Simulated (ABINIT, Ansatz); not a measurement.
## SiC (Moissanite 3C): a worked LO-TO splitting

Wanted: the LO mode of SiC (Moissanite 3C) from the TO mode and the field response.

Method: DFT LDA, scalar-relativistic, plane waves, PseudoDojo norm-conserving pseudopotentials, in ABINIT 10.8.3.

## (1) The relaxed structure

Symmetry: F-43m, No. 216, cubic system. The conventional cell has a = 4.326 Å, b = 4.326 Å, c = 4.326 Å, α = 90.00°, β = 90.00°, γ = 90.00°. Nearest to Si lie 4 C at 1.87 Å. Nearest to C lie 4 Si at 1.87 Å. Farther neighbours are not listed.

As a file:

```xyz
2
Lattice="0.0000 2.1628 2.1628 2.1628 0.0000 2.1628 2.1628 2.1628 0.0000" Properties=species:S:1:pos:R:3 pbc="T T T"
Si    0.0000    0.0000    0.0000
C     1.0814    1.0814    1.0814
```

This is the cell after its relaxation at this level of theory, not the database cell from which that began.

## (2) What the response run gave

A linear-response run on the relaxed cell, with the response to an electric field; only its zone-centre results are used. Cutoff 37 Ha, k mesh 12×12×12 with shifts.

Numbers of over 12 decimals in the logs are rounded to 6 here.

What it wrote:

```text
[banners, grids, parts of the stress and lines that vanish by symmetry left out]
- input  file    -> dfpt_gamma.abi
- output file    -> dfpt_gamma.abo
- root for input  files -> dfpt_gammai
[...]
DATASET    1 : space group F-4 3 m (#216); Bravais cF (face-center cubic)
[...]
nfft =       32768          nkpt =        3456
[...]
DATASET    2 : space group F-4 3 m (#216); Bravais cF (face-center cubic)
[...]
nfft =       32768          nkpt =        3456
[...]
== DATASET  1 ==================================================================
[...]
cutoff_energies: {ecut:  37.0, pawecutdg:  -1.0, }
[...]
-  6.00000   4.00000  180309                  znucl, zion, pspdat
[...]
Perturbation : derivative vs k along direction   1
[...]
-ETOT  1  -13.999798348835     -1.400E+01 1.747E+01 0.000E+00
 ETOT  2  -14.044799219040     -4.500E-02 4.409E-01 0.000E+00
 ETOT  3  -14.045108144962     -3.089E-04 1.295E-04 0.000E+00
 ETOT  4  -14.045110934237     -2.789E-06 8.117E-07 0.000E+00
 ETOT  5  -14.045110962825     -2.859E-08 4.400E-09 0.000E+00
[...]
At SCF step   12   max residual=  1.00E-20 < tolwfr=  1.00E-20 =>converged.
[...]
Perturbation : derivative vs k along direction   2
[...]
-ETOT  1  -13.999798347867     -1.400E+01 1.747E+01 0.000E+00
[...]
At SCF step   12   max residual=  1.00E-20 < tolwfr=  1.00E-20 =>converged.
[...]
Perturbation : derivative vs k along direction   3
[...]
-ETOT  1  -13.999798346899     -1.400E+01 1.747E+01 0.000E+00
[...]
At SCF step   12   max residual=  1.00E-20 < tolwfr=  1.00E-20 =>converged.
[...]
1        1       1.9221298090    0.0000000000
     1        2       0.9610649045    0.0000000000
     1        3       0.9610649045   -0.0000000000
     2        1       0.9610649045    0.0000000000
     2        2       1.9221298090    0.0000000000
     2        3       0.9610649045   -0.0000000000
     3        1       0.9610649045   -0.0000000000
     3        2       0.9610649045   -0.0000000000
     3        3       1.9221298090   -0.0000000000
[...]
== DATASET  2 ==================================================================
[...]
cutoff_energies: {ecut:  37.0, pawecutdg:  -1.0, }
[...]
Perturbation : displacement of atom   1   along direction   1
[...]
-ETOT  1   6.888083     -4.532E+01 3.387E-01 2.756E+02
[...]
At SCF step    8       vres2   =  7.18E-11 < tolvrs=  1.00E-10 =>converged.
[...]
At SCF step    8       vres2   =  4.10E-12 < tolvrs=  1.00E-10 =>converged.
[...]
-ETOT  1   1.854138     -6.000E+00 2.530E+01 1.956E+03
[...]
ETOT  7   1.323252     -2.556E-10 5.677E-12 5.574E-09
 ETOT  8   1.323252     -3.350E-12 9.132E-14 4.050E-12
 At SCF step    8       vres2   =  4.05E-12 < tolvrs=  1.00E-10 =>converged.
[...]
Dielectric tensor, in cartesian coordinates,
[...]
1    4   1    4         6.8699525775        -0.0000000000
   1    4   2    4         0.0000000000        -0.0000000000
   1    4   3    4         0.0000000000        -0.0000000000
   2    4   1    4         0.0000000000        -0.0000000000
   2    4   2    4         6.8699525775        -0.0000000000
   2    4   3    4         0.0000000000        -0.0000000000
   3    4   1    4         0.0000000000        -0.0000000000
   3    4   2    4         0.0000000000        -0.0000000000
   3    4   3    4         6.8699525775        -0.0000000000
  Effective charges, in cartesian coordinates,
[...]
1    1   1    4         2.7222714340         0.0000000000
   2    1   1    4         0.0000000000         0.0000000000
   3    1   1    4        -0.0000000000         0.0000000000
   1    2   1    4        -2.7222713944         0.0000000000
   2    2   1    4        -0.0000000000         0.0000000000
[...]
Effective charges, in cartesian coordinates,
[...]
Rigid-atom elastic tensor , in cartesian coordinates,
[...]
Rigid-atom proper piezoelectric tensor, in cartesian coordinates,
[...]
2    4   2    6        -0.0158197069         0.0000000000
   2    4   3    6         0.0000000000         0.0000000000
   3    4   1    5         0.0000000000         0.0000000000
   3    4   2    5        -0.0000000000         0.0000000000
   3    4   3    5         0.0000000000         0.0000000000
   3    4   1    6         0.0000000000         0.0000000000
   3    4   2    6         0.0000000000         0.0000000000
   3    4   3    6        -0.0158197069         0.0000000000
  Phonon wavevector (reduced coordinates) :  0.00000  0.00000  0.00000
 Phonon energies in Hartree :
[...]
Phonon frequencies in cm-1    :
-  4.152188E-01  4.152190E-01  4.152193E-01  7.979904E+02  7.979904E+02
-  7.979904E+02
  Phonon at Gamma, with non-analyticity in the
[...]
Phonon energies in Hartree :
[...]
Phonon frequencies in cm-1    :
-  4.152188E-01  4.152190E-01  4.152193E-01  7.979904E+02  7.979904E+02
-  9.739539E+02
  Phonon at Gamma, with non-analyticity in the
[...]
Phonon energies in Hartree :
[...]
Phonon frequencies in cm-1    :
-  4.152188E-01  4.152190E-01  4.152193E-01  7.979904E+02  7.979904E+02
-  9.739539E+02
  Phonon at Gamma, with non-analyticity in the
[...]
Phonon energies in Hartree :
[...]
Phonon frequencies in cm-1    :
-  4.152189E-01  4.152190E-01  4.152193E-01  7.979904E+02  7.979904E+02
-  9.739539E+02
[...]
fcart2     0.0000000000E+00  0.0000000000E+00  0.0000000000E+00
           strten2     0.0000000000E+00  0.0000000000E+00  0.0000000000E+00
================================================================================
```

```
                       quantity   value
             cell volume Ω (Å³)  20.235
                 mass of Si (u)  28.085
                  mass of C (u)  12.011
     Born charge of Si, raw (e)   2.722
      Born charge of C, raw (e)  -2.722
                             ε∞   6.870
ω(TO) after the sum rule (cm⁻¹)   798.0
```

## (3) The calculation

The charges must sum to zero over the cell; taking off their mean, 0.000 e, leaves Z* = 2.722 e on Si. In the polar mode Si moves against C, so the reduced mass is μ = 28.09 × 12.01 / 40.10 = 8.413 u.

A longitudinal wave builds up a field that adds to the restoring force: ω(LO)² = ω(TO)² + 4π Z*² / (μ Ω ε∞), in Hartree atomic units. With μ = 15336 electron masses and Ω = 136.55 bohr³ the second term is 6.4731e-06 Ha², or 311804 cm⁻² (1 Ha = 219474.6 cm⁻¹).

So ω(LO) = √(636788 + 311804) = 974.0 cm⁻¹, and by the Lyddane-Sachs-Teller relation ε₀ = ε∞ (ω(LO)/ω(TO))² = 10.23.

## (4) Check against the program

The analysis program adds the same non-analytic term to the full matrix.

What it wrote:

```text
[banners, grids, parts of the stress and lines that vanish by symmetry left out]
-outvars_anaddb: echo values of input variables ----------------------

 Flags :
[...]
Dielectric Tensor and Effective Charges
[...]
Effective charge tensors after
[...]
Phonon wavevector (reduced coordinates) :  0.00000  0.00000  0.00000
 Phonon energies in Hartree :
[...]
Phonon energies in meV     :
-  0.000000E+00  0.000000E+00  0.000000E+00  9.893816E+01  9.893816E+01
-  9.893816E+01
 Phonon frequencies in cm-1    :
-  0.000000E+00  0.000000E+00  0.000000E+00  7.979901E+02  7.979901E+02
-  7.979901E+02
 Phonon frequencies in Thz     :
-  0.000000E+00  0.000000E+00  0.000000E+00  2.392314E+01  2.392314E+01
-  2.392314E+01
 Phonon energies in Kelvin  :
-  0.000000E+00  0.000000E+00  0.000000E+00  1.148130E+03  1.148130E+03
-  1.148130E+03
[...]
-  1  0.00000000E+00  0.00000000E+00 -3.69884989E-03
-     0.00000000E+00  0.00000000E+00  0.00000000E+00
-  2  0.00000000E+00  0.00000000E+00 -3.69885018E-03
-     0.00000000E+00  0.00000000E+00  0.00000000E+00
[...]
-  1  2.14686133E-07  3.69884988E-03  0.00000000E+00
-     0.00000000E+00  0.00000000E+00  0.00000000E+00
-  2  2.14686149E-07  3.69885017E-03  0.00000000E+00
-     0.00000000E+00  0.00000000E+00  0.00000000E+00
[...]
-  1  3.69884988E-03 -2.14686133E-07  0.00000000E+00
-     0.00000000E+00  0.00000000E+00  0.00000000E+00
-  2  3.69885017E-03 -2.14686149E-07  0.00000000E+00
-     0.00000000E+00  0.00000000E+00  0.00000000E+00
[...]
-  1  0.00000000E+00  0.00000000E+00  2.41888513E-03
-     0.00000000E+00  0.00000000E+00  0.00000000E+00
-  2  0.00000000E+00  0.00000000E+00 -5.65611463E-03
-     0.00000000E+00  0.00000000E+00  0.00000000E+00
[...]
-  1  4.52707786E-07 -2.41888508E-03  0.00000000E+00
-     0.00000000E+00  0.00000000E+00  0.00000000E+00
-  2 -1.05857327E-06  5.65611453E-03  0.00000000E+00
-     0.00000000E+00  0.00000000E+00  0.00000000E+00
[...]
-  1  2.41888508E-03  4.52707786E-07  0.00000000E+00
-     0.00000000E+00  0.00000000E+00  0.00000000E+00
-  2 -5.65611453E-03 -1.05857327E-06  0.00000000E+00
-     0.00000000E+00  0.00000000E+00  0.00000000E+00
[...]
-     1          0.000000    -0.000000     0.000000     0.000000
-     2         -0.000000    -0.000000    -0.000000     0.000000
-     3         -0.000000     0.000000    -0.000000     0.000000
-     4          0.000000    -0.000000     3.573413     3.573413
-     5          0.000669    -3.573413    -0.000000     3.573413
-     6          3.573413     0.000669    -0.000000     3.573413
[...]
-   1     Real    0.0000E+00  0.0000E+00  0.0000E+00  0.0000E+00  0.0000E+00  0.0000E+00  0.0000E+00
[...]
-  1  0.00000000E+00  0.00000000E+00 -3.69884989E-03
-     0.00000000E+00  0.00000000E+00  0.00000000E+00
-  2  0.00000000E+00  0.00000000E+00 -3.69885018E-03
-     0.00000000E+00  0.00000000E+00  0.00000000E+00
[...]
Phonon at Gamma, with non-analyticity in the
[...]
Phonon energies in Hartree :
[...]
Phonon energies in meV     :
-  0.000000E+00  0.000000E+00  0.000000E+00  9.893816E+01  9.893816E+01
-  1.207549E+02
 Phonon frequencies in cm-1    :
-  0.000000E+00  0.000000E+00  0.000000E+00  7.979901E+02  7.979901E+02
-  9.739536E+02
 Phonon frequencies in Thz     :
-  0.000000E+00  0.000000E+00  0.000000E+00  2.392314E+01  2.392314E+01
-  2.919840E+01
 Phonon energies in Kelvin  :
-  0.000000E+00  0.000000E+00  0.000000E+00  1.148130E+03  1.148130E+03
-  1.401302E+03
[...]
Phonon at Gamma, with non-analyticity in the
[...]
Phonon energies in Hartree :
[...]
Phonon energies in meV     :
-  0.000000E+00  0.000000E+00  0.000000E+00  9.893816E+01  9.893816E+01
-  1.207549E+02
 Phonon frequencies in cm-1    :
-  0.000000E+00  0.000000E+00  0.000000E+00  7.979901E+02  7.979901E+02
-  9.739536E+02
 Phonon frequencies in Thz     :
-  0.000000E+00  0.000000E+00  0.000000E+00  2.392314E+01  2.392314E+01
-  2.919840E+01
 Phonon energies in Kelvin  :
-  0.000000E+00  0.000000E+00  0.000000E+00  1.148130E+03  1.148130E+03
-  1.401302E+03
[...]
-  1  1.08925208E-06 -3.69884603E-03 -5.23714132E-06
-     0.00000000E+00  0.00000000E+00  0.00000000E+00
-  2  1.08928407E-06 -3.69884629E-03 -5.23710983E-06
-     0.00000000E+00  0.00000000E+00  0.00000000E+00
[...]
-  1  3.69884956E-03  1.08767777E-06  1.12613216E-06
-     0.00000000E+00  0.00000000E+00  0.00000000E+00
-  2  3.69884982E-03  1.08764597E-06  1.12610037E-06
-     0.00000000E+00  0.00000000E+00  0.00000000E+00
[...]
-  1  4.58141700E-04  1.43468462E-03 -1.89282632E-03
-     0.00000000E+00  0.00000000E+00  0.00000000E+00
-  2 -1.07127947E-03 -3.35474413E-03  4.42602360E-03
-     0.00000000E+00  0.00000000E+00  0.00000000E+00
[...]
-  1  1.92113934E-03 -1.35733202E-03 -5.63807318E-04
-     0.00000000E+00  0.00000000E+00  0.00000000E+00
-  2 -4.49222834E-03  3.17386940E-03  1.31835894E-03
-     0.00000000E+00  0.00000000E+00  0.00000000E+00
[...]
Direction                     Dielectric constant
[...]
Elastic Tensor (clamped ion) (unit:10^2GP):
[...]
Elastic Tensor (relaxed ion) (unit:10^2GP):
[...]
Calculation of the tensor related to piezoelectric effetc
[...]
Proper piezoelectric constants (clamped ion) (unit:c/m^2)
[...]
Proper piezoelectric constants (relaxed ion) (unit:c/m^2)
[...]
0.00000000      0.04256382     -0.00000000
     -0.00000000     -0.00000000      0.04256382
-
```

```
    quantity  by hand  program
ω(LO) (cm⁻¹)    974.0    974.0
          ε₀    10.23    10.23
```

## (5) Outcome

```
TO mode                    : 798.0 cm⁻¹
LO mode                    : 974.0 cm⁻¹
static dielectric constant : 10.23
```

In words: The LO mode of SiC (Moissanite 3C) lies at 974 cm⁻¹, 176 cm⁻¹ above the TO mode; the formula meets the program within 0.1 cm⁻¹, as it must for a cubic crystal with one polar mode. ω(LO)² − ω(TO)² goes with Z*²/ε∞: an error of 5 % in ε∞ would move the LO mode by 7.7 cm⁻¹, and semilocal functionals tend to overestimate ε∞. These are harmonic values at zero temperature, at the volume of this functional, for the structure held cubic; stability elsewhere in the zone is no part of this calculation.

[Host names and launcher messages were left out of these logs when they were recorded.]

[Logs are printed without paths, hosts, clocks, repeated set-up lines and the standing remarks that a program may print on its own settings, such as how far it seeks lower states.]

[Hosts, paths, dates, database ids (printed as entryN), source tags and the programs' standing remarks are cut or masked in the printed files.]
